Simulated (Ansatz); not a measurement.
# GaAs: a point defect seen from the nuclei (As vacancy)

Aim: the field gradients and hyperfine parameters at and around a point defect: As vacancy in GaAs, cell charge +1. The cell is a supercell built from a structure deposited in the COD. Planned: a single point, then a relaxation, then a check of method with width.

Program: Ansatz 0.2.0. Level of theory: DFT, PBE, plane-wave PAW, default files, scalar-relativistic, as far as a step names no other. These are calculated values, not measurements.

### 1 The structure to begin with

Symmetry: F-43m, No. 216, cubic system. Conventional cell: a = 16.961 Å, b = 16.961 Å, c = 16.961 Å, α = 90.00°, β = 90.00°, γ = 90.00°. Ga (site symmetry 3m) is surrounded by 3 As at 2.45 Å. Around Ga (site symmetry 2mm) lie 4 As at 2.45 Å. Ga (site symmetry m) has 4 As at 2.45 Å as nearest neighbours. Ga (site symmetry -43m) has 4 As at 2.45 Å as nearest neighbours. Around Ga (site symmetry 3m) lie 4 As at 2.45 Å. As (site symmetry m) has 4 Ga at 2.45 Å as nearest neighbours. As (site symmetry 3m) has 4 Ga at 2.45 Å as nearest neighbours. Only part of the 9 independent sites is listed.

Coordinates:

```
Ga As
1.0
     0.00000    8.48055    8.48055
     8.48055    0.00000    8.48055
     8.48055    8.48055    0.00000
Ga As
27 26
Direct
  0.00000 0.00000 0.00000
  0.00000 0.00000 0.33333
  0.00000 0.00000 0.66667
  0.00000 0.33333 0.00000
  0.00000 0.33333 0.33333
  0.00000 0.33333 0.66667
  0.00000 0.66667 0.00000
  0.00000 0.66667 0.33333
  0.00000 0.66667 0.66667
  0.33333 0.00000 0.00000
  0.33333 0.00000 0.33333
  0.33333 0.00000 0.66667
  0.33333 0.33333 0.00000
  0.33333 0.33333 0.33333
  0.33333 0.33333 0.66667
  0.33333 0.66667 0.00000
  0.33333 0.66667 0.33333
  0.33333 0.66667 0.66667
  0.66667 0.00000 0.00000
  0.66667 0.00000 0.33333
  0.66667 0.00000 0.66667
  0.66667 0.33333 0.00000
  0.66667 0.33333 0.33333
  0.66667 0.33333 0.66667
  0.66667 0.66667 0.00000
  0.66667 0.66667 0.33333
  0.66667 0.66667 0.66667
  0.08333 0.08333 0.41667
  0.08333 0.08333 0.75000
  0.08333 0.41667 0.08333
  0.08333 0.41667 0.41667
  0.08333 0.41667 0.75000
  0.08333 0.75000 0.08333
  0.08333 0.75000 0.41667
  0.08333 0.75000 0.75000
  0.41667 0.08333 0.08333
  0.41667 0.08333 0.41667
  0.41667 0.08333 0.75000
  0.41667 0.41667 0.08333
  0.41667 0.41667 0.41667
  0.41667 0.41667 0.75000
  0.41667 0.75000 0.08333
  0.41667 0.75000 0.41667
  0.41667 0.75000 0.75000
  0.75000 0.08333 0.08333
  0.75000 0.08333 0.41667
  0.75000 0.08333 0.75000
  0.75000 0.41667 0.08333
  0.75000 0.41667 0.41667
  0.75000 0.41667 0.75000
  0.75000 0.75000 0.08333
  0.75000 0.75000 0.41667
  0.75000 0.75000 0.75000
```

The vacant site is at (0.083, 0.083, 0.083) in fractional coordinates of the input's cell.

### 2 Single point at the given positions

File input.yaml:

```yaml
crystal:
  lattice:
    - [0.0, 8.48055, 8.48055]
    - [8.48055, 0.0, 8.48055]
    - [8.48055, 8.48055, 0.0]
  atoms:
    - { symbol: Ga, position: [0.0, 0.0, 0.0], spin: 0.5 }
    - { symbol: Ga, position: [0.0, 0.0, 0.3333333333], spin: 0.5 }
    - { symbol: Ga, position: [0.0, 0.0, 0.6666666667] }
    - { symbol: Ga, position: [0.0, 0.3333333333, 0.0], spin: 0.5 }
    - { symbol: Ga, position: [0.0, 0.3333333333, 0.3333333333] }
    - { symbol: Ga, position: [0.0, 0.3333333333, 0.6666666667] }
    - { symbol: Ga, position: [0.0, 0.6666666667, 0.0] }
    - { symbol: Ga, position: [0.0, 0.6666666667, 0.3333333333] }
    - { symbol: Ga, position: [0.0, 0.6666666667, 0.6666666667] }
    - { symbol: Ga, position: [0.3333333333, 0.0, 0.0], spin: 0.5 }
    - { symbol: Ga, position: [0.3333333333, 0.0, 0.3333333333] }
    - { symbol: Ga, position: [0.3333333333, 0.0, 0.6666666667] }
    - { symbol: Ga, position: [0.3333333333, 0.3333333333, 0.0] }
    - { symbol: Ga, position: [0.3333333333, 0.3333333333, 0.3333333333] }
    - { symbol: Ga, position: [0.3333333333, 0.3333333333, 0.6666666667] }
    - { symbol: Ga, position: [0.3333333333, 0.6666666667, 0.0] }
    - { symbol: Ga, position: [0.3333333333, 0.6666666667, 0.3333333333] }
    - { symbol: Ga, position: [0.3333333333, 0.6666666667, 0.6666666667] }
    - { symbol: Ga, position: [0.6666666667, 0.0, 0.0] }
    - { symbol: Ga, position: [0.6666666667, 0.0, 0.3333333333] }
    - { symbol: Ga, position: [0.6666666667, 0.0, 0.6666666667] }
    - { symbol: Ga, position: [0.6666666667, 0.3333333333, 0.0] }
    - { symbol: Ga, position: [0.6666666667, 0.3333333333, 0.3333333333] }
    - { symbol: Ga, position: [0.6666666667, 0.3333333333, 0.6666666667] }
    - { symbol: Ga, position: [0.6666666667, 0.6666666667, 0.0] }
    - { symbol: Ga, position: [0.6666666667, 0.6666666667, 0.3333333333] }
    - { symbol: Ga, position: [0.6666666667, 0.6666666667, 0.6666666667] }
    - { symbol: As, position: [0.0833333333, 0.0833333333, 0.4166666667] }
    - { symbol: As, position: [0.0833333333, 0.0833333333, 0.75] }
    - { symbol: As, position: [0.0833333333, 0.4166666667, 0.0833333333] }
    - { symbol: As, position: [0.0833333333, 0.4166666667, 0.4166666667] }
    - { symbol: As, position: [0.0833333333, 0.4166666667, 0.75] }
    - { symbol: As, position: [0.0833333333, 0.75, 0.0833333333] }
    - { symbol: As, position: [0.0833333333, 0.75, 0.4166666667] }
    - { symbol: As, position: [0.0833333333, 0.75, 0.75] }
    - { symbol: As, position: [0.4166666667, 0.0833333333, 0.0833333333] }
    - { symbol: As, position: [0.4166666667, 0.0833333333, 0.4166666667] }
    - { symbol: As, position: [0.4166666667, 0.0833333333, 0.75] }
    - { symbol: As, position: [0.4166666667, 0.4166666667, 0.0833333333] }
    - { symbol: As, position: [0.4166666667, 0.4166666667, 0.4166666667] }
    - { symbol: As, position: [0.4166666667, 0.4166666667, 0.75] }
    - { symbol: As, position: [0.4166666667, 0.75, 0.0833333333] }
    - { symbol: As, position: [0.4166666667, 0.75, 0.4166666667] }
    - { symbol: As, position: [0.4166666667, 0.75, 0.75] }
    - { symbol: As, position: [0.75, 0.0833333333, 0.0833333333] }
    - { symbol: As, position: [0.75, 0.0833333333, 0.4166666667] }
    - { symbol: As, position: [0.75, 0.0833333333, 0.75] }
    - { symbol: As, position: [0.75, 0.4166666667, 0.0833333333] }
    - { symbol: As, position: [0.75, 0.4166666667, 0.4166666667] }
    - { symbol: As, position: [0.75, 0.4166666667, 0.75] }
    - { symbol: As, position: [0.75, 0.75, 0.0833333333] }
    - { symbol: As, position: [0.75, 0.75, 0.4166666667] }
    - { symbol: As, position: [0.75, 0.75, 0.75] }
magnetization:
  spin_polarized: true
total_charge: 1
kpoints:
  mp_grid: { grid: [2, 2, 2] }
scf:
  occupations: { method: fermi_dirac, width: 0.01 }
hamiltonian:
  xc: pbe
  pseudopotentials: { kind: paw }
output:
  forces: true
  stress: true
  populations: true
  efg:
    quadrupole_moments_barn: { Ga: 0.107, As: 0.311 }
    contact_densities: true
  write_density: true
  write_potential: true
  elf: true
  volumetric_format: npy
```

Started as:

```bash
ansatz run input.yaml --threads 4 --pin off --max-ram 10240MiB --backend cpu --events-out ev --progress --plain --runs-dir out
```

The log of the run:

```text
Warning: RAYON_NUM_THREADS=4 ignored (pool sized by the plan → 4); use --threads N
Engine: ansatz 0.2.0, x86_64-unknown-linux-gnu
Pseudopotentials: kind: paw
Pseudopotential: Ga, paw, valence charge 13, recommended cutoff 420 eV (normal), Ga.paw.azcp
Pseudopotential: As, paw, valence charge 15, recommended cutoff 420 eV (normal), As.paw.azcp
Functional definition: PBE
  parameter kappa = 0.804
  parameter beta = 0.06672455060314922
  exchange = pbe_x(kappa = kappa, mu = beta*pi^2/3)
  correlation = pbe_c(beta = beta)
Crystal: 53 atoms, lattice volume = 1219.838 Å³
Basis set: ecut = 420 eV, 23829 PW (Γ), exchange–correlation on 162×162×162 points (8 copies of the dense FFT grid, shifted against one another)
Bands: 446, of which v1, the nominal top of the filled ones, is band 370 counted from 1 (369 counted from 0)
Symmetry: 24 space group operations
Space group: F-43m (ITA 216), of the structure as read, at distance tolerance 1.1e-4 Å
Magnetic group: BNS 216.74 (UNI 1576), of the structure as read, at distance tolerance 1.1e-4 Å
k-points: 3 of 8
Non-local potential: Ga, projectors of the file, l = 0: 2, l = 1: 2, l = 2: 3, l = 3: 1
Non-local potential: As, projectors of the file, l = 0: 2, l = 1: 2, l = 2: 3, l = 3: 1
PAW form: soft (Blöchl's): semilocal exchange-correlation on the pseudo side does not see the compensation charge
PAW one-centre angular grid: Ga, 590 points (default); XC on 64 Gauss nodes
PAW one-centre angular grid: As, 590 points (default); XC on 64 Gauss nodes
Initial density: superposition of atomic densities (chi_scale 0.1, normalization cell)
Starting moments: Σ|m| = 2 μB on 4 of 53 sites
Initial wavefunctions: pseudopotential atomic-orbital guess
Functional: x = pbe(κ = 0.804, μ = 0.2195149727645171), c = pbe(β = 0.06672455060314922)
iter 1 solved again at ethr=2.71e-3 eV; its pass at ethr=3.10e-3 eV (dr2=2.01e1 eV) is discarded
SCF iter   1: F=—  HF=-228428.422008 eV  |F-HF|=—  |Δ(HF+E_count)|=         —  Δρ=2.37e-2 (↑2.23e-2 ↓2.37e-2)  dr2=2.01e1  dr2_m=2.00e0  M=0.000 μB ∫|m|=0.179 μB  β_m=0.30  ethr=2.71e-3  ⟨swp⟩=1.3  Hψ=13278  notcnv=0
preconditioner: auto → Resta (q_TF=auto, 2.510 Å⁻¹)  ε∞=3.7  [insulator: Δε(μ)=0.211 eV  Ē_g=14.184 eV  σ=0.010 eV  W_gap=1.00  n_scr=330 (ndim 8)  ℏωp=23.3 eV  f_vac=0.007  D(μ)=0.00/eV (n_scr^D=0)  ε∞_Penn≈3.7]
spin=Collinear: Resta preconditioning applied to the charge; magnetization (m = ρ↑ − ρ↓) channel mixes plain (no charge-response kernel on spin).
SCF iter   2: F=—  HF=-228425.759839 eV  |F-HF|=—  |Δ(HF+E_count)|=    2.66e0  Δρ=1.74e-2 (↑1.60e-2 ↓1.74e-2)  dr2=9.63e0  dr2_m=9.98e-1  M=0.000 μB ∫|m|=0.138 μB  β_m=0.30  ethr=2.71e-3  ⟨swp⟩=2.8  Hψ=3143  notcnv=0
[... 6 lines left out ...]
spin-set hold released at iteration 7 (site moments contracting): the magnetisation degrees of freedom join the quasi-Newton model from the next iteration; the mixer history was flushed
[... 3 lines left out ...]
SCF iter  11: F=—  HF=-228424.029291 eV  |F-HF|=—  |Δ(HF+E_count)|=   4.63e-5  Δρ=8.97e-6 (↑8.89e-6 ↓8.97e-6)  dr2=5.16e-6  dr2_m=7.38e-8  M=0.000 μB ∫|m|=0.001 μB  β_m=0.90  ethr=2.95e-9  ⟨swp⟩=2.5  Hψ=3276  notcnv=0  defer=420
SCF iter  12: F=—  HF=-228424.029304 eV  |F-HF|=—  |Δ(HF+E_count)|=   1.28e-5  Δρ=1.87e-6 (↑1.85e-6 ↓1.87e-6)  dr2=3.26e-7  dr2_m=2.20e-10  M=-0.000 μB ∫|m|=0.000 μB  β_m=0.90  ethr=6.97e-10  ⟨swp⟩=2.0  Hψ=4116  notcnv=0  defer=420
SCF iter  13: F=-228424.029304 eV  HF=-228424.029304 eV  |F-HF|=1.15e-7  |Δ(HF+E_count)|=   4.24e-7  Δρ=1.11e-6 (↑1.09e-6 ↓1.11e-6)  dr2=4.95e-8  dr2_m=3.78e-10  M=-0.000 μB ∫|m|=0.000 μB  ethr=1.35e-11  ⟨swp⟩=14.8  Hψ=21071  notcnv=0
SCF 1 converged in 13 iterations: F = -228424.029304 eV  dr2 = 4.95e-8
[... 97 lines left out ...]
  atom  35  As V_zz =    -1.027351   η = 0.0000   by run symmetry: allowed   C_q = -7.7256 MHz
            electrostatic potential = -4514.314609 V   contact ρ = 235492.168210 e/Å³   contact ρ_s (e/Å³): all electrons -0.000005, valence -0.000005
  atom  36  As V_zz =    +5.605021   η = 0.0830   by run symmetry: allowed   C_q = +42.1495 MHz
            electrostatic potential = -4514.177353 V   contact ρ = 235493.473949 e/Å³   contact ρ_s (e/Å³): all electrons +0.000008, valence +0.000008
  atom  37  As V_zz =    -0.769912   η = 0.0000   by run symmetry: allowed   C_q = -5.7897 MHz
            electrostatic potential = -4514.342135 V   contact ρ = 235492.073591 e/Å³   contact ρ_s (e/Å³): all electrons +0.000004, valence +0.000004
  atom  38  As V_zz =    +5.605021   η = 0.0830   by run symmetry: allowed   C_q = +42.1495 MHz
            electrostatic potential = -4514.177353 V   contact ρ = 235493.473949 e/Å³   contact ρ_s (e/Å³): all electrons +0.000008, valence +0.000008
  atom  39  As V_zz =    -0.769912   η = 0.0000   by run symmetry: allowed   C_q = -5.7897 MHz
            electrostatic potential = -4514.342135 V   contact ρ = 235492.073591 e/Å³   contact ρ_s (e/Å³): all electrons +0.000004, valence +0.000004
  atom  40  As V_zz =    -0.769912   η = 0.0000   by run symmetry: allowed   C_q = -5.7897 MHz
            electrostatic potential = -4514.342135 V   contact ρ = 235492.073591 e/Å³   contact ρ_s (e/Å³): all electrons +0.000004, valence +0.000004
  atom  41  As V_zz =    +0.177053   η = 0.9971   by run symmetry: allowed   C_q = +1.3314 MHz
            electrostatic potential = -4514.387413 V   contact ρ = 235491.924331 e/Å³   contact ρ_s (e/Å³): all electrons -0.000002, valence -0.000002
  atom  42  As V_zz =    +5.605021   η = 0.0830   by run symmetry: allowed   C_q = +42.1495 MHz
            electrostatic potential = -4514.177353 V   contact ρ = 235493.473949 e/Å³   contact ρ_s (e/Å³): all electrons +0.000008, valence +0.000008
  atom  43  As V_zz =    +0.177053   η = 0.9971   by run symmetry: allowed   C_q = +1.3314 MHz
            electrostatic potential = -4514.387413 V   contact ρ = 235491.924331 e/Å³   contact ρ_s (e/Å³): all electrons -0.000002, valence -0.000002
  atom  44  As V_zz =    +0.177053   η = 0.9971   by run symmetry: allowed   C_q = +1.3314 MHz
            electrostatic potential = -4514.387413 V   contact ρ = 235491.924331 e/Å³   contact ρ_s (e/Å³): all electrons -0.000002, valence -0.000002
  atom  45  As V_zz =    +5.605021   η = 0.0830   by run symmetry: allowed   C_q = +42.1495 MHz
            electrostatic potential = -4514.177353 V   contact ρ = 235493.473949 e/Å³   contact ρ_s (e/Å³): all electrons +0.000008, valence +0.000008
  atom  46  As V_zz =    +5.605021   η = 0.0830   by run symmetry: allowed   C_q = +42.1495 MHz
            electrostatic potential = -4514.177353 V   contact ρ = 235493.473949 e/Å³   contact ρ_s (e/Å³): all electrons +0.000008, valence +0.000008
  atom  47  As V_zz =    -1.027351   η = 0.0000   by run symmetry: allowed   C_q = -7.7256 MHz
            electrostatic potential = -4514.314609 V   contact ρ = 235492.168210 e/Å³   contact ρ_s (e/Å³): all electrons -0.000005, valence -0.000005
  atom  48  As V_zz =    +5.605021   η = 0.0830   by run symmetry: allowed   C_q = +42.1495 MHz
            electrostatic potential = -4514.177353 V   contact ρ = 235493.473949 e/Å³   contact ρ_s (e/Å³): all electrons +0.000008, valence +0.000008
  atom  49  As V_zz =    +0.177053   η = 0.9971   by run symmetry: allowed   C_q = +1.3314 MHz
            electrostatic potential = -4514.387413 V   contact ρ = 235491.924331 e/Å³   contact ρ_s (e/Å³): all electrons -0.000002, valence -0.000002
  atom  50  As V_zz =    +0.177053   η = 0.9971   by run symmetry: allowed   C_q = +1.3314 MHz
            electrostatic potential = -4514.387413 V   contact ρ = 235491.924331 e/Å³   contact ρ_s (e/Å³): all electrons -0.000002, valence -0.000002
  atom  51  As V_zz =    -1.027351   η = 0.0000   by run symmetry: allowed   C_q = -7.7256 MHz
            electrostatic potential = -4514.314609 V   contact ρ = 235492.168210 e/Å³   contact ρ_s (e/Å³): all electrons -0.000005, valence -0.000005
  atom  52  As V_zz =    +0.177053   η = 0.9971   by run symmetry: allowed   C_q = +1.3314 MHz
            electrostatic potential = -4514.387413 V   contact ρ = 235491.924331 e/Å³   contact ρ_s (e/Å³): all electrons -0.000002, valence -0.000002
  atom  53  As V_zz =    -1.027351   η = 0.0000   by run symmetry: allowed   C_q = -7.7256 MHz
            electrostatic potential = -4514.314609 V   contact ρ = 235492.168210 e/Å³   contact ρ_s (e/Å³): all electrons -0.000005, valence -0.000005
--- Band table (eV; the first three rows and the last of 6) ---
[... 4 lines left out ...]
--- Löwdin populations: 53 sites ---
  site symbol       q [e]    m [muB]
[... 53 lines left out ...]
  spilling = 0.001478 (of n_electrons = 740.000000)
```

Run time: 1.7 min. Hardware: 4 threads of Intel Xeon Platinum 8375C at 2.90GHz (Ice Lake), shared host; peak memory 7.8 GiB.

The run ends with gap on the mesh 0.23 eV, largest force 0.325 eV/Å, pressure 3.0 GPa.

Site by site (atoms counted from 1):

```tsv
site	atoms	distance from the defect (Å)	V_zz (10²¹ V/m²)	η	C_Q (MHz)
Ga1	1, 2, 4, 10	2.45	11.86	0.00	30.7 (⁷¹Ga)
As28	28, 29, 30, 32, …	4.00	5.61	0.08	42.1 (⁷⁵As)
Ga5	5, 6, 8, 11, …	4.69	-0.39	0.57	-1.02 (⁷¹Ga)
As41	41, 43, 44, 49, …	5.65	0.18	1.00	1.33 (⁷⁵As)
Ga3	3, 7, 9, 19, …	6.16	1.15	0.83	2.97 (⁷¹Ga)
As35	35, 47, 51, 53	6.92	-1.03	0.00	-7.73 (⁷⁵As)
As31	31, 37, 39, 40	6.92	-0.77	0.00	-5.79 (⁷⁵As)
Ga18	18, 24, 26, 27	7.34	0.18	0.00	0.457 (⁷¹Ga)
Ga14	14	7.34	0.00	–	0 (⁷¹Ga)
```

Conventions: |V_zz| ≥ |V_yy| ≥ |V_xx|, η = (V_xx − V_yy)/V_zz, C_Q = eQV_zz/h. Quadrupole moments are those of Pyykkö's year-2017 table.

Direction of the V_zz axis (Cartesian unit vector):

```tsv
site	atom	x	y	z
Ga1	1	0.58	0.58	0.58
Ga3	3	0.71	0.71	0.00
Ga5	5	-0.30	0.67	0.67
Ga18	18	0.58	-0.58	-0.58
As28	28	0.71	0.71	0.05
As31	31	-0.58	0.58	0.58
As35	35	-0.58	0.58	0.58
```

Density in a lattice plane of the grid's cell (edges 11.99 and 11.99 Å, at 0.000 of the third edge), which holds Ga.

Ten even steps from '0' (0.02 e/Å³) to '9' (52.28 e/Å³):
```
000000000000000000000000
000000000000000000000000
000000000000000000000000
000000000000000000000000
000000000000000000000000
100000011000000110000001
610000006100000061000000
000000000000000000000000
000000000000000000000000
000000000000000000000000
000000000000000000000000
000000000000000000000000
600000016000000160000001
110000001100000011000000
000000000000000000000000
000000000000000000000000
000000000000000000000000
000000000000000000000000
000000000000000000000000
910000019100000191000001
```
Columns run along the first of these edges and rows up along the second, over one cell in 24 and 20 even steps from the bottom left corner. Atoms in the plane (fractional): Ga at (0.00, 0.00), Ga at (0.00, 0.33), Ga at (1.00, 0.67), Ga at (0.33, 0.00), Ga at (0.33, 0.33), Ga at (0.33, 0.67), Ga at (0.67, 1.00), Ga at (0.67, 0.33), Ga at (0.67, 0.67).

ELF in the same plane.

Ten even steps from ' ' (0.03) to '@' (0.73):
```
....--==....==--....--::....::--....----....::::
==++++++..    ==++++++--      --++++++==..    ::
##@@@@%%==..  ::**@@@@%%++..  ::##@@@@%%++..  ::
##%%%%%%%%**::--##%%%%%%@@**::--##%%%%%%%%**----
--%%@@%%@@@@------@@@@%%@@%%------@@@@%%@@@@----
  --%%%%%%%%--    --%%@@%%%%--    --%%@@%%%%--  
    --++==++--..    --++==++--..    --++++++--..
--::----..  ..----::--::..  ..----::--::..  ..--
**%%%%++..    ::**%%%%**..    ::**%%%%**..    ::
##@@@@%%**::  ::**%%@@%%**::  ::**%%@@@@##::  ::
**@@%%%%@@##----**@@%%%%@@##----**@@%%%%@@##--::
--**@@%%@@@@--::--**@@%%@@@@--::--**@@%%%%%%--::
  ::++%%%%%%--    ..++%%%%%%--    ..++%%##%%==  
    --==------::    ----------::    --------==--
------==..    ----------      ----------    ..==
--++++==..    ::##@@@@##--    ::##@@@@##--    ..
::--++==::::::--**%%%%%%%%==..::**%%%%%%##==::::
--++++++++==----++@@%%%%@@%%----++@@%%%%%%%%==--
..--++======--....==@@%%@@@@--....==@@@@@@%%--..
**..--==::==--..**..--**####--  **  --####**--..
```
Columns run along the first of these edges and rows up along the second, over one cell in 24 and 20 even steps from the bottom left corner. Atoms in the plane (fractional): Ga at (0.00, 0.00), Ga at (0.00, 0.33), Ga at (1.00, 0.67), Ga at (0.33, 0.00), Ga at (0.33, 0.33), Ga at (0.33, 0.67), Ga at (0.67, 1.00), Ga at (0.67, 0.33), Ga at (0.67, 0.67).

Both are smooth fields of the valence electrons: close to the nuclei they are not physical.

Outside the cores ELF peaks at 0.78 on the As–Ga line, 1.1 Å from As; 0.59 between the atoms, 2.4 Å from Ga.

(Part 1 of 3 ends here.)
